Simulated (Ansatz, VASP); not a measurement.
## SnO2 (Cassiterite): VASP beside Ansatz

Contents of INCAR:

```
SYSTEM = SnO2
ALGO     = Fast           ! electronic algorithm
EDIFF    = 1E-6           ! SCF threshold, eV
EDIFFG   = -0.005         ! ionic threshold
ENCUT    = 600            ! plane-wave cutoff, eV
GGA      = CA             ! functional
IBRION   = 2              ! ionic algorithm
ISIF     = 3              ! what is computed and relaxed
ISMEAR   = 0              ! smearing method
LASPH    = .TRUE.         ! aspherical terms in the spheres
LCHARG   = .FALSE.        ! write CHGCAR
LREAL    = .FALSE.        ! projectors in reciprocal space
LWAVE    = .FALSE.        ! write WAVECAR
NELM     = 80             ! most SCF steps
NSW      = 70             ! ionic steps
PREC     = Accurate       ! precision mode
SIGMA    = 0.02           ! smearing width, eV
```

File KPOINTS:

```
k-points
0
G
  6 6 8
  0 0 0
```

Contents of POSCAR:

```
SnO2
1.0
    4.8274195329      0.0000000000      0.0000000000
    0.0000000000      4.8274195329      0.0000000000
    0.0000000000      0.0000000000      3.2380692451
Sn O
2 4
Direct
    0.0000000000      0.0000000000      0.0000000000
    0.5000000000      0.5000000000      0.5000000000
    0.3065442699      0.3065442699      0.0000000000
    0.1934557301      0.8065442699      0.5000000000
    0.6934557301      0.6934557301      0.0000000000
    0.8065442699      0.1934557301      0.5000000000
```

Input for Ansatz:

```yaml
crystal:
  lattice:
    - [4.8274195329, 0.0, 0.0]
    - [0.0, 4.8274195329, 0.0]
    - [0.0, 0.0, 3.2380692451]
  atoms:
    - { symbol: Sn, position: [0.0, 0.0, 0.0] }
    - { symbol: Sn, position: [0.5, 0.5, 0.5] }
    - { symbol: O, position: [0.3065442699, 0.3065442699, 0.0] }
    - { symbol: O, position: [0.1934557301, 0.8065442699, 0.5] }
    - { symbol: O, position: [0.6934557301, 0.6934557301, 0.0] }
    - { symbol: O, position: [0.8065442699, 0.1934557301, 0.5] }
basis:
  ecutwfc: 420
kpoints:
  mp_grid: { grid: [6, 6, 8] }
hamiltonian:
  xc: lda
scf:
  occupations: { method: gaussian, width: 0.02 }
output:
  forces: true
  stress: true
  eigenvalues: true
relax:
  adjacent_minimum: "off"
  f_tol: 0.005
  max_steps: 50
  cell: { stress_tol: 0.05 }
```

Alike in both runs: task relaxation of cell and atoms; functional LDA; k mesh 6 × 6 × 8; occupations gaussian, width 0.02 eV; no spin polarisation.

|  | VASP | Ansatz |
| --- | --- | --- |
| version | VASP 6.6.1 | Ansatz 0.2.0 |
| potentials or method | VASP PAW LDA potentials, release 64 (Sn_d, O) | scalar-relativistic, plane waves, PAW |
| plane-wave cutoff (eV) | 600 | 420 |
| valence electrons in the cell | 52 | 52 |

Ansatz gave:

| Quantity | Value |
| --- | --- |
| gap on the k mesh at the Fermi level, each at its own relaxed structure (eV) | 1.16 |
| relaxed volume (Å³/atom) | 11.86 |
| relaxed cell length with the largest relative difference (Å) | 3.190 |
| energy change over the relaxation (meV/atom) | -25 |

Problem. What did VASP give for the same quantities?

Solution. gap on the k mesh at the Fermi level, each at its own relaxed structure (eV): 1.15; relaxed volume (Å³/atom): 11.90; relaxed cell length with the largest relative difference (Å): 3.196; energy change over the relaxation (meV/atom): -22.

Caveats: spin-orbit coupling is left out, which moves the levels of the heavy elements. Zero-point motion and thermal expansion aren't in these numbers. LDA gaps usually lie below the measured ones, often by a third to a half.
